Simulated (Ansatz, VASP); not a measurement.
KCl in VASP and in Ansatz

The input POSCAR:

```
KCl
1.0
    0.0000000000      3.5072828382      3.5072828382
    3.5072828382      0.0000000000      3.5072828382
    3.5072828382      3.5072828382      0.0000000000
K Cl
1 1
Direct
    0.0000000000      0.0000000000      0.0000000000
    0.2500000000      0.2500000000      0.2500000000
```

The input INCAR.step1:

```
PREC = Accurate ; ENCUT = 520
ISMEAR = 0 ; SIGMA = 0.01
LREAL = F ; LASPH = T
NELM = 80 ; NBANDS = 15
GGA = PE ; ALGO = Normal
EDIFF = 1E-4 ; LWAVE = T
LCHARG = F
```

The input INCAR.step2:

```
PREC = Accurate ; ENCUT = 520
EDIFF = 1E-6 ; ISMEAR = 0
SIGMA = 0.01 ; LREAL = F
LASPH = T ; NELM = 80
ALGO = Normal ; ISIF = 2
LWAVE = F ; LCHARG = T
METAGGA = R2SCAN ; LMIXTAU = T
LELF = T ; LVHAR = T
NBANDS = 15 ; ISTART = 1
```

Contents of KPOINTS:

```
Automatic mesh
0
Gamma
  6 6 6
```

Input for Ansatz:

```yaml
crystal:
  lattice:
    - [0.0, 3.5072828382, 3.5072828382]
    - [3.5072828382, 0.0, 3.5072828382]
    - [3.5072828382, 3.5072828382, 0.0]
  atoms:
    - { symbol: K, position: [0.0, 0.0, 0.0] }
    - { symbol: Cl, position: [0.25, 0.25, 0.25] }
kpoints:
  mp_grid: { grid: [6, 6, 6] }
  band_path:
    path:
      - [0.0, 0.0, 0.0]
      - [-0.5, -0.5, 0.0]
      - [-0.375, -0.375, 0.25]
      - [-0.375, 0.0, 0.375]
      - [0.0, 0.0, 0.5]
      - [-0.5, -0.25, 0.25]
      - [0.0, 0.416667, -0.416667]
    npoints: 1
hamiltonian:
  xc: r2scan
scf:
  occupations: { method: fixed }
  n_extra_bands: 4
output:
  forces: true
  stress: true
  eigenvalues: true
```

Alike in both runs: task single point; functional r2SCAN; k mesh 6 × 6 × 6; no spin polarisation.

|  | VASP | Ansatz |
| --- | --- | --- |
| version | VASP 6.6.1 | Ansatz 0.2.0 |
| potentials or method | VASP PAW PBE potentials, release 64 (K_sv, Cl) | plane waves, PAW |
| plane-wave cutoff (eV) | 520 | 500 |
| occupations | gaussian, width 0.01 eV | fixed |
| valence electrons in the cell | 16 | 16 |

```csv
,VASP,Ansatz,Ansatz less VASP
gap on the k mesh at the Fermi level (eV),5.35,5.35,-0.002
pressure (GPa),0.0,0.0,+0.02
```

Caveats: the PAW data sets were made with another functional, which shifts forces and pressure a little (VASP). r2SCAN opens gaps a little over a GGA but as a rule still falls short of measured ones. A k mesh can miss the band edges.
